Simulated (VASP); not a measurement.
KBr: G0W0 quasiparticle levels with LDA

The system is KBr.

```
CELL_PARAMETERS angstrom
0.00000 3.30000 3.30000
3.30000 0.00000 3.30000
3.30000 3.30000 0.00000
ATOMIC_POSITIONS crystal
Br 0.50000 0.50000 0.50000
K 0.00000 0.00000 0.00000
```

```yaml
Program: VASP 6.6.1
Task: G0W0 quasiparticle levels
Functional: LDA
Potentials_or_basis: VASP PAW LDA potentials, release 64 (Br_GW, K_sv_GW)
Cutoff: 500 eV
k_mesh: 4 × 4 × 4
Occupations: gaussian, width 0.01 eV
Spin: no spin polarisation
Ladder: free
GW_scheme: G0W0
GW_iterations: 1
Cutoff_of_the_response_function: 150
Frequency_points: 50
Empty_bands: 299
Further_INCAR_settings: ALGO = EVGW0; EDIFF = 1e-08; NBANDS = 307
```

The band gap on the k mesh, mean-field level is 4.04 eV, direct and the quasiparticle gap is 6.85 eV. The least direct quasiparticle gap is 6.85 eV.

Levels at points of the mesh, in eV from the valence-band top:
```csv
k point,band 5,band 6,band 7,band 8,band 9,band 10,band 11,band 12
"(0.00, 0.00, 0.00)",-11.12,0.00,0.00,0.00,4.04,7.35,7.35,7.35
"(0.50, 0.00, 0.00)",-10.89,-1.25,-0.35,-0.35,6.24,7.93,9.51,9.51
"(0.50, 0.50, 0.00)",-11.16,-0.85,-0.30,-0.30,5.56,6.86,9.13,9.18
```

It took 3.7 min on 4 MPI ranks on Intel(R) Xeon(R) Platinum 8259CL CPU @ 2.50GHz (Skylake/Cascade Lake), on a shared host, peak memory 0.9 GiB a rank.

Caveat: bands, screening cutoff and mesh are small and nothing is extrapolated, so the quasiparticle values aren't converged.
